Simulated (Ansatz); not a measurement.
**HfO2: band gap under strain**

How does strain move the band edges of the published phase of HfO2, and do the functionals agree on it? States: -2.4 % shear in the xy plane; +5.2 % strain along x alone.

Code: Ansatz 0.2.0. PAW datasets, plane waves. Spin-unpolarised throughout; all numbers are computed.

### 1 Starting point

The unstrained cell was relaxed with r2SCAN; in each strained cell the atoms were relaxed again with r2SCAN. Names of k-points are those of the unstrained zone, where strain can split equivalent points. First state: -2.4 % shear in the xy plane.

The symmetry is Immm (No. 71, orthorhombic); conventional cell a = 3.534 Å, b = 3.619 Å, c = 5.058 Å, 10.78 Å³ an atom. Hf has 8 O at 2.18–2.20 Å; O has 4 Hf at 2.18–2.20 Å.

The structure in full:

```xyz
3
Lattice="-0.0300 2.5292 2.5292 2.5292 -0.0300 2.5292 2.4992 2.4992 0.0000" Properties=species:S:1:pos:R:3 pbc="T T T"
Hf    0.0000    0.0000    0.0000
O     1.2496    1.2496    1.2732
O     3.7488    3.7488    3.7852
```

From earlier runs on the unstrained cell: PBE 3.80 eV, r2SCAN 4.30 eV, HSE06 5.41 eV; a = 5.058 Å.

### 2 -2.4 % shear in the xy plane: PBE

File input.yaml:

```yaml
crystal:
  lattice:
    - [-0.0299708105, 2.5291823181, 2.5291823181]
    - [2.5291823181, -0.0299708105, 2.5291823181]
    - [2.4992115076, 2.4992115076, 0.0]
  atoms:
    - { symbol: Hf, position: [0.0, 0.0, 0.0] }
    - { symbol: O, position: [0.2516920748, 0.2516920748, 0.2483079252] }
    - { symbol: O, position: [0.7483079252, 0.7483079252, 0.7516920748] }
kpoints:
  mp_grid: { grid: [8, 8, 8] }
  band_path:
    path:
      - [0.0, 0.0, 0.0]
      - [0.5, 0.0, 0.5]
      - [0.625, 0.25, 0.625]
      - [0.375, 0.375, 0.75]
      - [0.5, 0.5, 0.5]
      - [0.5, 0.25, 0.75]
      - [0.5, 0.5, 0.0]
    npoints: 1
hamiltonian:
  xc: pbe
scf:
  occupations: { method: fermi_dirac, width: 0.02 }
  n_extra_bands: 4
output:
  forces: true
  stress: true
  eigenvalues: true
  write_density: true
  write_potential: true
  elf: true
  volumetric_format: npy
```

The run is started by

```bash
> ansatz run input.yaml --threads 4 --pin off --max-ram 4608MiB --backend cpu --events-out ev --progress --plain --runs-dir out
```

Further steps of the session: -2.4 % shear in the xy plane: r2SCAN; -2.4 % shear in the xy plane: HSE06; +5.2 % strain along x alone: PBE; +5.2 % strain along x alone: r2SCAN; +5.2 % strain along x alone: HSE06.

**Question.** What will these runs give?

**Answer**, as computed:

Least gap in eV (negative: overlap), with the change from the unstrained cell in brackets:

| state | volume change (%) | PBE | r2SCAN | HSE06 |
| --- | --- | --- | --- | --- |
| -2.4 % shear in the xy plane | -0.0 | 3.80 (+0.00) | 4.30 (+0.00) | 5.41 (+0.00) |
| +5.2 % strain along x alone | +5.2 | 3.21 (-0.59) | 3.71 (-0.59) | 4.82 (-0.59) |

In words: With HSE06, of the states in the table +5.2 % strain along x alone shifts the gap most, by -0.588 eV. PBE and HSE06 differ by 1.61 eV on the unstrained gap, and by at most 0.01 eV on its change: the two disagree on the size of the gap but agree on its response to strain. Spin-orbit coupling is left out of the table, though the cell holds Hf (Z = 72); in an element this heavy it can shift bands and gaps by tenths of an eV.
